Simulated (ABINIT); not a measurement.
Crystal: Cu3Au (Auricupride).

```xyz
4
Lattice="3.7400 0.0000 0.0000 0.0000 3.7400 0.0000 0.0000 0.0000 3.7400" Properties=species:S:1:pos:R:3 pbc="T T T"
Au    0.0000    0.0000    0.0000
Cu    1.8700    1.8700    0.0000
Cu    1.8700    0.0000    1.8700
Cu    0.0000    1.8700    1.8700
```

Base run:

```yaml
Program: ABINIT 10.8.3 (patched build)
Functional: PW91
Potentials_or_basis: JTH PAW PBE v2.0
Cutoff: 707 eV
k_mesh: 7 × 7 × 7
Occupations: fermi-dirac, width 0.05 eV
Spin: no spin polarisation
```

Its results: band gap on the k mesh none (metal or under the smearing width); pressure 5.2 GPa.

**Question.** After a change of settings the same cell gave: band gap on the k mesh none (metal or under the smearing width); pressure 14.0 GPa. Which change was it?
A. functional from PW91 to PBEsol; k mesh from 7 × 7 × 7 to 3 × 3 × 3
B. functional from PW91 to rPW86PBE
C. functional from PW91 to PBE; k mesh from 7 × 7 × 7 to 9 × 9 × 9
D. functional from PW91 to RPBE

**Answer.** B.

Caveats: the PAW data sets were made with another functional, which shifts forces and pressure a little; spin-orbit coupling is left out, which moves the levels of the heavy elements.
